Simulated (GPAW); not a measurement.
Crystal: Ru.

```
Ru
1.0
     2.70580    0.00000    0.00000
    -1.35290    2.34329    0.00000
     0.00000    0.00000    4.28190
Ru
2
Direct
  0.66667 0.33333 0.75000
  0.33333 0.66667 0.25000
```

Base run:

| Item | Value |
| --- | --- |
| Program | GPAW 26.7.0 |
| Functional | PBE |
| Potentials or basis | GPAW PAW data sets (gpaw-data 1.2.1) |
| Cutoff | 450 eV |
| Basis | pw |
| k mesh | 9 × 9 × 5 |
| Occupations | fermi-dirac, width 0.01 eV |
| Spin | no spin polarisation |

Its results: band gap on the k mesh none (metal or under the smearing width); pressure 1.5 GPa.

**Question.** The run is repeated on the same cell with these changes: functional from PBE to LDA; potentials or basis from GPAW PAW data sets (gpaw-data 1.2.1) to the program's PAW data sets (release 1.2.1) made for this functional, other valence; cutoff from 450 eV to 500 eV; valence electrons from 32 to 16. What comes out?

**Answer.** Band gap on the k mesh none (metal or under the smearing width); pressure -2.7 GPa.

Caveats: the cutoff is short for stress and forces, so pressures can be off by a GPa or more.
